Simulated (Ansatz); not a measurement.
# SnO: a line through an energy map

One line of a two-coordinate grid on SnO (Pmn2_1, No. 31; 4 atoms in the cell): stretch along a over the lengths across it is varied, at volume per atom = 19.48 Å³.

Method: DFT PBE+D3(BJ), scalar-relativistic, plane waves, PAW, in Ansatz 0.2.0.

17 further runs of the same task are left out: 1 that didn't finish, 16 set aside as unsound or not needed.

### Step 1. Starting point

The structure is orthorhombic, space group Pmn2_1 (No. 31). The conventional cell has a = 3.348 Å, b = 5.722 Å, c = 3.912 Å, α = 90.00°, β = 90.00°, γ = 90.00°. Sn (site symmetry m) is surrounded by 3 O at 2.15 to 2.16 Å. O (site symmetry m) is surrounded by 3 Sn at 2.15 to 2.16 Å.

Coordinates:

```cif
data_structure
_symmetry_space_group_name_H-M 'P 1'
_symmetry_Int_Tables_number 1
_cell_length_a 3.3475
_cell_length_b 5.7221
_cell_length_c 3.9125
_cell_angle_alpha 90.000
_cell_angle_beta 90.000
_cell_angle_gamma 90.000
_cell_volume 74.94
loop_
_atom_site_label
_atom_site_type_symbol
_atom_site_fract_x
_atom_site_fract_y
_atom_site_fract_z
_atom_site_occupancy
Sn1 Sn 0.00000 0.23451 0.52699 1
Sn2 Sn 0.50000 0.76549 0.02699 1
O1 O 0.00000 0.88361 0.72301 1
O2 O 0.50000 0.11639 0.22301 1
```

It goes back to an entry of the Materials Project, which need not be the stable form.

This cell was relaxed beforehand with the same method: volume 18.74 Å³/atom, gap on the mesh 1.32 eV.

### Step 2. What is varied

The energy is mapped over volume and the cell's shape.

First coordinate, volume per atom: 7 values from 16.49 to 20.98 Å³. Second coordinate, stretch along a over the lengths across it, relative to the relaxed cell: 7 values from 0.834 to 1.200.

Nothing else is relaxed (fractional coordinates fixed). Energies count from the relaxed crystal. Points are written as (first, second).

### Step 3. The run at (19.48 Å³, 0.886)

input.yaml

```yaml
crystal:
  lattice:
    - [3.1279257959, 0.0, 0.0]
    - [0.0, 6.0367252554, 0.0]
    - [0.0, 0.0, 4.1276470017]
  atoms:
    - { symbol: Sn, position: [0.0, 0.2345104856, 0.5269946555] }
    - { symbol: Sn, position: [0.5, 0.7654895144, 0.0269946555] }
    - { symbol: O, position: [0.0, 0.8836051479, 0.7230063445] }
    - { symbol: O, position: [0.5, 0.1163948521, 0.2230063445] }
basis:
  ecutwfc: 520.0
kpoints:
  mp_grid: { grid: [10, 6, 8] }
hamiltonian:
  xc: pbe
  dispersion: d3bj
scf:
  occupations: { method: gaussian, width: 0.05 }
output:
  forces: true
  stress: true
  eigenvalues: true
```

Run with:

```bash
> ansatz run input.yaml --threads 1 --pin off --max-ram 2048MiB --backend cpu --events-out ev --progress --plain --runs-dir out
```

The session goes on with these runs: the other points of the line.

What does the calculation give? Wanted: for each run, stretch along a over the lengths across it, relative to the relaxed cell; energy; slope; pressure; largest force on an atom.

**Answer**, as computed:

```
stretch along a over the lengths across it, relative to the relaxed cell  step  energy (meV/atom)  slope (meV/atom per unit)  pressure (GPa)  band gap on the k-mesh (eV)  largest force on an atom (eV/Å)
                                                                   0.834     –                123                      −1749            0.52                         1.54                             0.91
                                                                   0.886     3                 53                       −970           −1.14                         1.49                             0.78
                                                                   0.941     4                 17                       −386           −2.30                         1.43                             0.65
                                                                   1.000     5                  7                         42           −3.02                         1.35                             0.53
                                                                   1.062     6                 20                        349           −3.35                         1.33                             0.42
                                                                   1.129     –                 51                        568           −3.34                         1.22                             0.50
                                                                   1.200     7                 97                        726           −3.01                         1.22                             0.79
```

Energies count from the relaxed crystal. Rows without a step come from runs not printed here or follow by symmetry. Slopes come from the forces (and the stress, where the cell changes), not from differences of energies.

The lowest point of the line is at 1.000, 7 meV/atom from the zero. A fit to energies and slopes at the lowest point and its two neighbours puts the minimum at 0.9930, with a curvature of about 6200 meV/atom per (unit)². The highest point computed, at 0.834, lies 116 meV/atom above the lowest. This is one cut through a surface in two coordinates; the map's lowest point lies off it. With the other coordinates free, the energies away from the reference would be the same or lower.

The gaps are Kohn-Sham values of a semilocal functional, not quasiparticle or optical gaps. Such gaps usually fall short of the measured ones.
